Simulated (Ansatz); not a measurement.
**Relaxation of MgI$_{2}$**

Computed with Ansatz 0.2.0, DFT PBEsol, scalar-relativistic, plane waves, PAW. Settings: 420 eV cutoff, 6×6×4 k-mesh, Gaussian smearing of 0.02 eV, no spin polarisation.

What was changed: strain along c alone, the other axes held, atoms relaxed: +4.5 %.

Command:

```bash
ansatz run input.yaml --threads 1 --pin off --max-ram 2560MiB --backend cpu --events-out ev --progress --plain --runs-dir out
```

Input:

```yaml
crystal:
  lattice:
    - [4.1307255317, 0.0, 0.0]
    - [-2.0653627658, 3.5773132465, 0.0]
    - [0.0, 0.0, 7.3404303789]
  atoms:
    - { symbol: Mg, position: [0.0, 0.0, 0.0] }
    - { symbol: I, position: [0.3333333333, 0.6666666667, 0.768967966] }
    - { symbol: I, position: [0.6666666667, 0.3333333333, 0.231032034] }
basis:
  ecutwfc: 420
kpoints:
  mp_grid: { grid: [6, 6, 4] }
hamiltonian:
  xc: pbesol
scf:
  occupations: { method: gaussian, width: 0.02 }
output:
  forces: true
  stress: true
  eigenvalues: true
relax:
  adjacent_minimum: "off"
  f_tol: 0.008
  max_steps: 40
```

F is the free energy.

Steps:

```json
{"step": "1", "F − F(1) (eV)": "0.0000", "largest force component (eV/Å)": "0.118"}
{"step": "2", "F − F(1) (eV)": "-0.0018", "largest force component (eV/Å)": "0.073"}
{"step": "3", "F − F(1) (eV)": "-0.0029", "largest force component (eV/Å)": "0.002"}
{"step": "4", "F − F(1) (eV)": "-0.0029", "largest force component (eV/Å)": "0.002"}
```

Relaxed structure:

```xyz
3
Lattice="4.1307 0.0000 0.0000 -2.0654 3.5773 0.0000 0.0000 0.0000 7.3404" Properties=species:S:1:pos:R:3 pbc="T T T"
Mg    0.0000    0.0000    0.0000
I     0.0000    2.3849    5.6685
I     2.0654    1.1924    1.6720
```

It takes space group P-3m1 (No. 164, trigonal). Conventional cell: a = 4.131 Å, b = 4.131 Å, c = 7.340 Å, α = 90.00°, β = 90.00°, γ = 120.00°. Around Mg (site symmetry -3m) lie 6 I at 2.91 Å. Around I (site symmetry 3m) lie 3 Mg at 2.91 Å.

The run converged. It took 12 s on 1 thread of Arm Neoverse V2, with other jobs on the host, peak memory 0.38 GiB.